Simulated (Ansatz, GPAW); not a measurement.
**Pd: programs and potentials compared**

```
CELL_PARAMETERS angstrom
0.00000 1.94650 1.94650
1.94650 0.00000 1.94650
1.94650 1.94650 0.00000
ATOMIC_POSITIONS crystal
Pd 0.00000 0.00000 0.00000
```

Alike in all runs: task single point; functional PBE; k mesh 12 × 12 × 12; occupations gaussian, width 0.025 eV; no spin polarisation; no spin-orbit coupling. Pressure is positive in compression and, in plane waves, holds the error of the finite cutoff, which Ansatz's Pulay term estimates and takes out.

```csv
program and potentials,plane-wave cutoff (eV),notes,band gap (eV),pressure (GPa)
"Ansatz, Ansatz PAW",420,18 valence electrons an atom on average; Pulay term of +0.07 GPa included,no gap,6.89
"Ansatz, all-electron LAPW, scalar-relativistic",-,-,no gap,6.79
"GPAW, GPAW PAW data sets (gpaw-data 1.2.1)",600,16 valence electrons an atom on average,no gap,6.84
```

None finds a gap. The pressure spans 6.79 (Ansatz, all-electron LAPW, scalar-relativistic) to 6.89 GPa (Ansatz, Ansatz PAW), with all-electron results at 6.79.

The functional is the same throughout but for its coding, so the spread measures potentials, basis and numerics; runs on potential files found faulty are left out.
